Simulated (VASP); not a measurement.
Set up this calculation in VASP 6.6.1, as the native input.

* Task: Born charges and dielectric tensor
* Functional: PBEsol
* Potentials or basis: VASP PAW PBE potentials, release 64 (N, B)
* Cutoff: 520 eV
* k mesh: 13 × 13 × 13
* Occupations: fermi-dirac, width 0.05 eV
* Spin: no spin polarisation
* Further INCAR settings: ALGO = Normal; EDIFF = 1e-08; IBRION = 8

The structure of BN lies in POSCAR:

```
BN
1.0
    0.0000000000      1.8130010000      1.8130010000
    1.8130010000      0.0000000000      1.8130010000
    1.8130010000      1.8130010000      0.0000000000
N B
1 1
Direct
    0.2500000000      0.2500000000      0.2500000000
    0.0000000000      0.0000000000      0.0000000000
```

The cell is a database's computed one.

The input as run:

INCAR

```
SYSTEM = BN
  PREC = Accurate
  ENCUT = 520
  EDIFF = 1E-8
  ISMEAR = -1
  SIGMA = 0.05
  LREAL = .FALSE.
  LASPH = .TRUE.
  NELM = 60
  ALGO = Normal
  ISIF = 2
  LWAVE = .FALSE.
  LCHARG = .FALSE.
  GGA = PS
  LEPSILON = .TRUE.
  IBRION = 8
```

KPOINTS

```
Automatic mesh
0
G
  13 13 13
  0 0 0
```

Potentials or basis: VASP PAW PBE potentials, release 64 (N, B).

Launch:

```bash
$ cat potpaw_PBE.64/N/POTCAR potpaw_PBE.64/B/POTCAR > POTCAR
$ mpirun -np 1 vasp_std > vasp.out
```

Results of the run:

```yaml
Band_gap_on_the_k_mesh: 4.34 eV, indirect (least direct gap 8.72 eV)
Electronic_dielectric_tensor_diagonal: 4.65
Born_charges_mean_of_the_diagonal: N -1.91; B +1.91 e
Highest_phonon_frequency_at_Γ_LO-TO_splitting_left_out: 1028 cm⁻¹
```

Caveat: an odd mesh through Γ misses points on the zone boundary, where band edges often lie.

It took 2.3 min on 1 thread of AMD EPYC 9R45 (Zen 5) (shared host), peak memory 0.16 GiB.
